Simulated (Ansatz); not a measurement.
## C5H8O2 (methyl methacrylate): methods side by side

C5H8O2 has 15 atoms, charge 0, and is taken as a singlet. As SMILES, `C=C(C)C(=O)OC`. Geometry: relaxed at PBE0-D4/def2-TZVP. This is one conformer, not always the lowest.

Each level gives the electronic atomisation energy (eV). The values are calculated. Electronic energies at fixed atoms, without zero-point motion or spin-orbit coupling.

| level | kind | program | value (eV) | CPU time (all runs) |
| --- | --- | --- | --- | --- |
| HF/6-31G* (spherical functions) | Hartree–Fock | Ansatz | 47.90 | 7.4 s |
| SVWN5/6-31G* (spherical functions) | LDA | Ansatz | 77.51 | 10 s |
| PBE/6-31G* (spherical functions) | GGA | Ansatz | 68.69 | 14 s |
| r2SCAN/6-31G* (spherical functions) | meta-GGA | Ansatz | 66.77 | 29 s |
| r2SCAN0/6-31G* (spherical functions) | hybrid meta-GGA | Ansatz | 65.46 | 32 s |
| wB97X/6-31G* (spherical functions) | range-separated hybrid | Ansatz | 66.63 | 57 s |
| B2PLYP/6-31G* (spherical functions) | double hybrid | Ansatz | 64.85 | 23 s |
| RPA@PBE0/6-31G* (spherical functions) | RPA | Ansatz | 60.05 | 31 s |
| CCSD/6-31G* (spherical functions) | coupled cluster or CI | Ansatz | 60.38 | 78 s |

The values span 47.90 to 77.51 eV. Times are those of the runs behind each value, whatever else they computed, on shared processors of several kinds: orders of magnitude only.

Hartree–Fock binds the molecule least, at 47.90 eV, and the local density approximation most, at 77.51 eV. Atomisation turns the electron pairs of the σ and π bonds into largely unpaired, high-spin valence electrons, so a substantial part of the molecule's correlation energy is lost, though the separated atoms retain the larger share. Hartree–Fock omits this contribution, whereas LDA overbinds because it describes the inhomogeneous densities of the free atoms worse than the smoother density of the molecule. Gradient corrections remove much of that imbalance, bringing PBE down to 68.69 eV.

The closeness of RPA and CCSD, at 60.05 and 60.38 eV, is no sign of convergence. Both need high angular momentum functions to describe the electron–electron cusp, and the small basis probably leaves both well short of their limits. CCSD also lacks connected triples, so it can't serve here as the benchmark against which the density functionals are judged. Nor does a total atomisation energy reveal the strength of any single bond or the energy released when the C=C bond polymerises.
